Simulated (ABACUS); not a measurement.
Input of an ABACUS 3.10.1 run:

The input INPUT:

```
INPUT_PARAMETERS
suffix              GaSb
calculation         scf
basis_type          pw
pseudo_dir          ./
symmetry            1
dft_functional      LDA_X+LDA_C_PW
ecutwfc             84
pseudo_rcut         10
nspin               1
nbands              24
ks_solver           dav
smearing_method     fd
smearing_sigma      0.00367493
scf_thr             1e-08
scf_nmax            100
mixing_type         broyden
mixing_beta         0.7
cal_force           1
cal_stress          1
out_chg             1
out_pot             2
out_elf             1
```

The input STRU:

```
ATOMIC_SPECIES
Sb 121.7600 Sb.upf
Ga 69.7230 Ga.upf

LATTICE_CONSTANT
1.8897261246

LATTICE_VECTORS
0.0000000000 3.0590000000 3.0590000000
3.0590000000 0.0000000000 3.0590000000
3.0590000000 3.0590000000 0.0000000000

ATOMIC_POSITIONS
Direct

Sb
0.0
1
0.7500000000 0.7500000000 0.7500000000 1 1 1

Ga
0.0
1
0.0000000000 0.0000000000 0.0000000000 1 1 1
```

Contents of KPT:

```
K_POINTS
0
Gamma
6 6 6 0 0 0
```

Potentials or basis: PseudoDojo NC SR 0.4.1 LDA standard, plane waves.

Run with:

```console
$ OMP_NUM_THREADS=1 mpirun -np 4 abacus > log
```

Task: What does it give for the pressure?

Result: -1.7 GPa.

Task: Predict the band gap on the k mesh.

Result: None (metal or under the smearing width).

Caveat: this crystal is a semiconductor, whose small gap the functional closes, so the metal is an error of the method. Spin-orbit coupling is left out, which matters for the levels of Sb.

**Experimental background.**

From a printed reference work, data compilation, for a bulk crystal of GaSb at 4.2 K: band gap 0.811 eV (direct).

Measured gap of GaSb: 0.811 eV (direct; 4.2 K; a printed reference work, data compilation). This calculation gives 0.00 eV (-0.81 eV). Spin-orbit coupling on Ga, Sb is left out. The value is that of LDA-PW92 on a finite k mesh, which can miss the band edges, without temperature or zero-point motion. Semilocal functionals fall short of measured gaps as a rule.
